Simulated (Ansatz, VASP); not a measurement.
# Two plane-wave programs on AlN

File INCAR:

```
ALGO = Normal
EDIFF = 1E-6
ENCUT = 520
GGA = PE
ISIF = 2
ISMEAR = 0
LASPH = True
LCHARG = False
LREAL = False
LWAVE = False
NBANDS = 11
NELM = 100
PREC = Accurate
SIGMA = 0.05
```

The input KPOINTS:

```
k-points
0
Gamma
  10 10 10
```

The input POSCAR:

```
AlN
1.0
    0.0000000000      2.0955535400      2.0955535400
    2.0955535400      0.0000000000      2.0955535400
    2.0955535400      2.0955535400      0.0000000000
Al N
1 1
Direct
    0.5000000000      0.5000000000      0.5000000000
    0.0000000000      0.0000000000      0.0000000000
```

Input for Ansatz:

```yaml
crystal:
  lattice:
    - [0.0, 2.09555354, 2.09555354]
    - [2.09555354, 0.0, 2.09555354]
    - [2.09555354, 2.09555354, 0.0]
  atoms:
    - { symbol: Al, position: [0.5, 0.5, 0.5] }
    - { symbol: "N", position: [0.0, 0.0, 0.0] }
basis:
  ecutwfc: 420
kpoints:
  mp_grid: { grid: [10, 10, 10] }
hamiltonian:
  xc: pbe
scf:
  occupations: { method: gaussian, width: 0.05 }
output:
  forces: true
  stress: true
  eigenvalues: true
```

Change from the starting cell: strain +0.030 along x and y, +0.030 along z, atoms carried along.

Alike in both runs: task single point; functional PBE; k mesh 10 × 10 × 10; occupations gaussian, width 0.05 eV; no spin polarisation.

|  | VASP | Ansatz |
| --- | --- | --- |
| version | VASP 6.6.1 | Ansatz 0.2.0 |
| potentials or method | VASP PAW PBE potentials, release 64 (Al, N) | scalar-relativistic, plane waves, PAW |
| plane-wave cutoff (eV) | 520 | 420 |
| valence electrons in the cell | 8 | 8 |

|  | VASP | Ansatz | Ansatz less VASP |
| --- | --- | --- | --- |
| gap on the k mesh at the Fermi level (eV) | 3.62 | 3.63 | +0.019 |
| least direct gap on the mesh (eV) | 4.21 | 4.20 | -0.006 |
| pressure (GPa) | -18.7 | -18.5 | +0.20 |

Caveats: so large a pressure means that the cell lies far from this level's equilibrium, or that cutoff or potentials fall short (VASP). A k mesh can miss the band edges.
